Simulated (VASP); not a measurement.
Set up this calculation in VASP 6.6.1, as the native input.

```yaml
Task: relaxation of cell and atoms
Functional: rev-vdW-DF2
Potentials_or_basis: VASP PAW PBE potentials, release 64 (Ti_sv, O)
Cutoff: 600 eV
k_mesh: 10 × 10 × 10
Occupations: gaussian, width 0.03 eV
Spin: no spin polarisation
Further_INCAR_settings: ALGO = Normal; EDIFF = 1e-06; IBRION = 2; EDIFFG = -0.01; NSW = 90; ISIF = 3
```

The structure of TiO2 lies in POSCAR:

```
TiO2
1.0
   -1.8921000000      1.8921000000      4.7573000000
    1.8921000000     -1.8921000000      4.7573000000
    1.8921000000      1.8921000000     -4.7573000000
Ti O
2 4
Direct
    0.0000000000      0.0000000000      0.0000000000
    0.7500000000      0.2500000000      0.5000000000
    0.2081000000      0.2081000000      0.0000000000
    0.9581000000      0.4581000000      0.5000000000
    0.5419000000      0.0419000000      0.5000000000
    0.7919000000      0.7919000000      0.0000000000
```

These files were run (other wordings do the same):

INCAR

```
AGGAC = 0.0
ALGO = Normal
EDIFF = 1E-6
EDIFFG = -0.01
ENCUT = 600
GGA = MK
IBRION = 2
ISIF = 3
ISMEAR = 0
KPAR = 2
LASPH = T
LCHARG = F
LREAL = F
LUSE_VDW = T
LWAVE = F
NELM = 80
NSW = 90
PARAM1 = 0.1234
PARAM2 = 0.711357
PREC = Accurate
SIGMA = 0.03
ZAB_VDW = -1.8867
```

KPOINTS

```
k-points
0
Gamma
  10 10 10
```

Potentials or basis: VASP PAW PBE potentials, release 64 (Ti_sv, O).

Launch:

```console
$ cat potpaw_PBE.64/Ti_sv/POTCAR potpaw_PBE.64/O/POTCAR > POTCAR
$ mpirun -np 2 vasp_std > vasp.out
```

Results of the run:

- Relaxed volume: 11.50 Å³/atom
- Relaxed cell: a = 5.485 Å, b = 5.485 Å, c = 5.485 Å, α = 139.49°, β = 139.49°, γ = 58.63°
- Space group after relaxing (to 0.05 Å): I4_1/amd (No. 141)
- Energy gained by relaxing: 1.4 meV/atom
- Ionic steps: 3
- Pressure after relaxing: 0.0 GPa
- Largest force after relaxing: 0.006 eV/Å
- Band gap on the k mesh: 2.05 eV, indirect (least direct gap 2.39 eV)

Caveat: the PAW data sets were made with another functional, which shifts forces and pressure a little.

Run time: 19 min on 2 MPI ranks on Intel(R) Xeon(R) Platinum 8488C (Sapphire Rapids), on a shared host, peak memory 0.97 GiB a rank.
